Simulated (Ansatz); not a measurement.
Runs of Ansatz 0.2.0 on Fe. The structure is cubic, space group Im-3m (No. 229). Conventional cell: a = 2.886 Å, b = 2.886 Å, c = 2.886 Å, α = 90.00°, β = 90.00°, γ = 90.00°. Fe (site symmetry m-3m) has 8 Fe at 2.50 Å as nearest neighbours. 

```tsv
task	level	cell	cutoff (eV)	smearing	pressure (GPa)	moment (μB)	relaxed volume (Å³/atom)
relaxation of cell and atoms	PBEsol+D4	relaxed	-	fermi-dirac 0.05 eV	0.0	2.04	10.65
relaxation of cell and atoms	BLYP	relaxed	-	fermi-dirac 0.05 eV	0.0	2.15	(b)
single point	RPBE	as given	303	gaussian 0.1 eV	-3.6	2.29	-
relaxation of cell and atoms	PBEsol	relaxed	-	fermi-dirac 0.05 eV	0.0	(a)	10.79
relaxation of cell and atoms	revPBE+D4	relaxed	-	fermi-dirac 0.05 eV	0.0	2.10	11.07
relaxation of cell and atoms	RPBE+D3(BJ)	relaxed	-	fermi-dirac 0.05 eV	0.0	2.01	10.28
relaxation of cell and atoms	revPBE+D3(BJ)	relaxed	-	fermi-dirac 0.05 eV	0.0	2.09	10.97
```

Alike in all rows: potentials or basis all-electron LAPW, scalar-relativistic; spin collinear, ferromagnetic start; k mesh 13 × 13 × 13; basis error allowed 0.001 eV/atom.

Q: Fill in the values left out.

A: (a) 2.05; (b) 11.80.

Caveats: the volume moved by -11 % from the deposited cell, more than functionals usually miss (some runs); the volume moved by -10 % from the deposited cell, more than functionals usually miss (some runs); the volume moved by -14 % from the deposited cell, more than functionals usually miss (some runs).

Runs at the PBE level aren't shown here.
